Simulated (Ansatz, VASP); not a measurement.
# Two plane-wave programs on KMgF3

```
CELL_PARAMETERS angstrom
3.99088 0.00000 0.00000
0.00000 3.99088 0.00000
0.00000 0.00000 3.99088
ATOMIC_POSITIONS crystal
K 0.50000 0.50000 0.50000
Mg 0.00000 0.00000 0.00000
F 0.50000 0.00000 0.00000
F 0.00000 0.50000 0.00000
F 0.00000 0.00000 0.50000
```

Alike in both runs: functional PBEsol; k mesh 6 × 6 × 6; occupations gaussian, width 0.02 eV; no spin polarisation.

Ansatz relaxed the structure, and its values are those at the end. VASP's run is a single point on that final structure, the one shown.

|  | VASP | Ansatz |
| --- | --- | --- |
| version | VASP 6.6.1 | Ansatz 0.2.0 |
| potentials or method | VASP PAW PBE potentials, release 64 (K_sv, Mg, F) | scalar-relativistic, plane waves, PAW |
| plane-wave cutoff (eV) | 520 | 420 |
| valence electrons in the cell | 32 | 40 |

Ansatz gave:

* gap on the k mesh at the Fermi level (eV): 7.12
* least direct gap on the mesh (eV): 7.44
* pressure (GPa): 0.0

What did VASP give for the same quantities?

gap on the k mesh at the Fermi level (eV): 7.10; least direct gap on the mesh (eV): 7.42; pressure (GPa): -0.3.

With one functional, cell and mesh, what is left measures potentials, basis and numerics. The two sets of potentials don't hold the same shells in valence.

Caveats: the PAW data sets were made with another functional, which shifts forces and pressure a little (VASP). A k mesh can miss the band edges. As with any semilocal functional, this PBEsol gap is likely too small.
